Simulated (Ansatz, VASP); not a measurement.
Two plane-wave programs on BN

INCAR

```
PREC     = Accurate       # precision mode
ENCUT    = 520            # plane-wave cutoff, eV
EDIFF    = 1E-6           # SCF threshold, eV
ISMEAR   = 0              # smearing method
SIGMA    = 0.013000000000000001 # smearing width, eV
LREAL    = F              # projectors in reciprocal space
LASPH    = T              # aspherical terms in the spheres
NELM     = 80             # most SCF steps
ALGO     = Normal         # electronic algorithm
ISIF     = 2              # what is computed and relaxed
LWAVE    = F              # write WAVECAR
LCHARG   = F              # write CHGCAR
GGA      = PE             # functional
```

File KPOINTS:

```
Automatic mesh
0
Gamma
  12 12 12
```

Contents of POSCAR:

```
BN
1.0
    1.2511217832      0.7223354983      3.3729344033
   -1.2511217832      0.7223354983      3.3729344033
    0.0000000000     -1.4446709966      3.3729344033
N B
1 1
Direct
    0.6672382000      0.6672382000      0.6672382000
    0.0003288000      0.0003288000      0.0003288000
```

Contents of input.yaml:

```yaml
crystal:
  lattice:
    - [1.2511217832, 0.7223354983, 3.3729344033]
    - [-1.2511217832, 0.7223354983, 3.3729344033]
    - [0.0, -1.4446709966, 3.3729344033]
  atoms:
    - { symbol: "N", position: [0.6672382, 0.6672382, 0.6672382] }
    - { symbol: B, position: [0.0003288, 0.0003288, 0.0003288] }
hamiltonian:
  xc: pbe
  pseudopotentials: { kind: paw }
kpoints:
  mp_grid: { grid: [12, 12, 12] }
scf:
  occupations: { method: gaussian, width: 0.013 }
output:
  forces: true
  stress: true
  eigenvalues: true
```

The cell is a database's computed one.

Alike in both runs: task single point; functional PBE; k mesh 12 × 12 × 12; occupations gaussian, width 0.013 eV; no spin polarisation.

|  | VASP | Ansatz |
| --- | --- | --- |
| version | VASP 6.6.1 | Ansatz 0.2.0 |
| potentials or method | VASP PAW PBE potentials, release 64 (N, B) | Ansatz PAW |
| plane-wave cutoff (eV) | 520 | 420 |
| valence electrons in the cell | 8 | 8 |

```tsv
	VASP	Ansatz	Ansatz less VASP
gap on the k mesh at the Fermi level (eV)	4.28	4.29	+0.007
least direct gap on the mesh (eV)	4.70	4.70	+0.003
pressure (GPa)	3.6	3.6	-0.07
largest component of the traceless stress (GPa)	1.40	1.20	-0.204
```

With one functional, cell and mesh, what is left measures potentials, basis and numerics.

Caveats: the pressure holds a Pulay correction of +0.6 GPa for the finite cutoff (Ansatz). A k mesh can miss the band edges. Expect the measured gap to be larger: semilocal functionals such as PBE lack the derivative discontinuity.
